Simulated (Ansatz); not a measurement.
EuS: equation of state with PBE0

**What was measured.**

From “Crystal-field mediated electronic transitions of EuS up to 35 GPa”, 2022, pmc:8786971, for a bulk crystal of EuS: bulk modulus 61.5 ± 0.5 GPa.

The system is EuS.

```
CELL_PARAMETERS angstrom
0.00000 2.97850 2.97850
2.97850 0.00000 2.97850
2.97850 2.97850 0.00000
ATOMIC_POSITIONS crystal
Eu 0.00000 0.00000 0.00000
S 0.50000 0.50000 0.50000
```

```json
{
  "Program": "Ansatz 0.2.0",
  "Task": "equation of state",
  "Functional": "PBE0",
  "Potentials or basis": "Ansatz PAW",
  "Cutoff": "420 eV",
  "Density cutoff": "1680 eV",
  "k mesh": "6 × 6 × 6",
  "Occupations": "fermi-dirac, width 0.05 eV",
  "Spin": "collinear spin, ferromagnetic start",
  "Starting moments": "[7.0, 0.0] μB"
}
```

```
Equilibrium volume                      : 26.62 Å³/atom
Bulk modulus                            : 51 GPa
Pressure derivative of the bulk modulus : 3.9
```

Energy against volume, from the lowest point:
| volume (Å³/atom) | energy (meV/atom) |
| --- | --- |
| 24.838 | 21.15 |
| 25.367 | 9.99 |
| 25.895 | 3.09 |
| 26.424 | 0.00 |
| 26.952 | 0.41 |
| 27.481 | 3.98 |
| 28.009 | 10.42 |

All runs of the series together: 6.1 min on 2 threads of AMD EPYC 7R13 Processor (Zen 3), on a shared host.

Against the measured bulk modulus of EuS, 61.5 GPa (quoted in “Crystal-field mediated electronic transitions of EuS up to 35 GPa”, 2022, pmc:8786971), the calculated 51 GPa is off by -16.6 %. The fit is for a static lattice scaled at fixed shape and fixed fractional positions.

Caveat: the magnetic or orbital state may not be the lowest; the PAW data sets were made with another functional, which shifts forces and pressure a little. The state reached can hang on the start; a lower one may exist.
